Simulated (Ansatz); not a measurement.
Si, space group I4/mmm, a band structure

Computed with the Ansatz DFT code, driven from Python.

The script, `run_bands.py`:
```python
from collections import Counter
from pathlib import Path

import ansatz as az
import numpy as np
from pymatgen.core import Structure


def main() -> None:
    vectors = np.array([
        [-1.626915, 1.626915, 1.32033],
        [1.626915, -1.626915, 1.32033],
        [1.626915, 1.626915, -1.32033],
    ])
    si = az.Lattice.of(vectors).atom('Si', (0.0, 0.0, 0.0))

    path = [
        ('G', (0.0, 0.0, 0.0)),
        ('X', (0.0, 0.0, 0.5)),
        ('M', (-0.5, 0.5, 0.5)),
        ('G', (0.0, 0.0, 0.0)),
        ('Z', (0.41466, 0.41466, -0.41466)),
    ]
    base = (
        si.calculation()
        .functional('pbe')
        .pseudopotentials('paw')
        .basis(420)
        .kpoints(16, 16, 16)
        .occupations(az.OccupationsMethod.GAUSSIAN)
        .band_structure([point for _, point in path], intervals=10)
        .scf(extra_bands=8)
        .density()
        .potential()
        .output_files(volumetric_format=['xsf', 'npy'])
    )
    def show(event):
        row = event['data']
        if event['event'] == 'scf_iter' and row.get('harris_foulkes_ev') is not None:
            print(f'  iteration {row["iter"]:3d}  Harris-Foulkes {row["harris_foulkes_ev"]:.5f} eV  residual {row["dr2_ev"]:.2e}')


    outcome = base.session().plan().execute(on_event=show)
    data = outcome.report

    for key in ('converged', 'n_iterations', 'n_electrons', 'n_kpoints', 'n_pw', 'n_symmetry_ops', 'free_energy_ev', 'fermi_energy_ev'):
        print(f'{key:18s} {data[key]}')

    final = Structure(outcome.lattice.cell_ang, [s.symbol for s in outcome.lattice.sites], [s.position_frac for s in outcome.lattice.sites])
    for index, site in enumerate(final):
        near = final.get_neighbors(site, 4.5)
        edge = 1.15 * min(n.nn_distance for n in near)
        shell = Counter((round(n.nn_distance, 2), n.specie.symbol) for n in near if n.nn_distance < edge)
        print(f'{index:2d} {site.specie.symbol:2s}', ', '.join(f'{count} {symbol} at {d:.2f}' for (d, symbol), count in sorted(shell.items())))

    folder = Path(outcome.write_results('volumes'))
    print(sorted(path.name for path in folder.iterdir()))
    head = (folder / 'rho.xsf').read_text().split('BEGIN_BLOCK')[0]
    print(head)

    bands = outcome.band_structure()
    fermi = bands.fermi_energy_ev
    print(f'zero of the bands: {fermi:.3f} eV, the Fermi level found on the SCF mesh')
    for spin, channel in enumerate(bands.channels):
        print('channel', spin, '- computed levels within 6 eV of the Fermi level')
        for i, (label, _) in enumerate(path):
            levels = channel.eigenvalues_ev[i * 10] - fermi
            print(f'  {label:3s}', ' '.join(f'{e:7.3f}' for e in levels if abs(e) < 6))


if __name__ == '__main__':
    main()
```

Output of `python run_bands.py`:
```text
  iteration   1  Harris-Foulkes -635.33028 eV  residual 1.68e-04
  iteration   2  Harris-Foulkes -635.33037 eV  residual 5.51e-05
  iteration   3  Harris-Foulkes -635.33040 eV  residual 4.17e-06
  iteration   4  Harris-Foulkes -635.33040 eV  residual 3.88e-07
  iteration   5  Harris-Foulkes -635.33040 eV  residual 8.37e-09
  iteration   6  Harris-Foulkes -635.33040 eV  residual 4.34e-10
converged          True
n_iterations       6
n_electrons        4.0
n_kpoints          349
n_pw               273
n_symmetry_ops     16
free_energy_ev     -635.3304008928
fermi_energy_ev    11.113129078008376
 0 Si 2 Si at 2.64, 8 Si at 2.65
['bands.tsv', 'fields.json', 'rho.npy', 'rho.xsf', 'rho_z.tsv', 'v_es.npy', 'v_es.xsf', 'v_tot.npy', 'v_tot.xsf', 'v_z.tsv']
CRYSTAL
PRIMVEC
   -1.626915    1.626915    1.320330
    1.626915   -1.626915    1.320330
    1.626915    1.626915   -1.320330
PRIMCOORD
    1    1
   14    0.000000    0.000000    0.000000

zero of the bands: 11.113 eV, the Fermi level found on the SCF mesh
channel 0 - computed levels within 6 eV of the Fermi level
  G
  X
  M    -2.361  -2.361  -1.419   1.206   4.232
  G
  Z    -1.807  -1.807  -1.267  -0.311   1.822
```

What to keep in mind:
- Total energies depend on the potentials; only differences at equal settings carry meaning. A total without «per atom» is that of the cell as typed.
- The zero of the levels is a convention of the potentials, so an absolute Fermi energy is no work function.
- The fields are valence quantities on the plane-wave grid; their values near the nuclei depend on the potentials.
- This isn't the structure that Si takes at ambient conditions.
- Gaps and levels are Kohn-Sham values on a finite set of k-points.
- Timing: 3.3 s on 1 thread of Intel(R) Xeon(R) Processor @ 2.30GHz (shared host), peak memory 0.5 GiB.
